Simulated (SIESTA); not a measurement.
The system is ZnS.

```
CELL_PARAMETERS angstrom
0.00000 2.70200 2.70200
2.70200 0.00000 2.70200
2.70200 2.70200 0.00000
ATOMIC_POSITIONS crystal
Zn 0.75000 0.75000 0.75000
S 0.00000 0.00000 0.00000
```

Program: SIESTA 5.4.2. Alike in all runs: task band structure; potentials or basis PseudoDojo 0.4 standard (PBE files), DZP (energy shift 0.002 Ry); no spin polarisation; cell as given; k mesh 9 × 9 × 9; smearing fermi-dirac 0.05 eV; grid cutoff 800 Ry; energy shift 0.002 Ry.

Order these runs on this cell by their band gap on the k mesh, lowest first.
A. level vdW-DF2
B. level vdW-DF-C09
C. level OLYP

B (2.60 eV), A (2.80 eV), C (3.18 eV).

Caveats: the valence orbitals were made in a potential fitted to the semicore shell under them, which widens gaps by tenths of an eV or more; the basis of atomic orbitals isn't converged, which shifts pressures, moduli and gaps.

Runs at the PBE level aren't shown here.
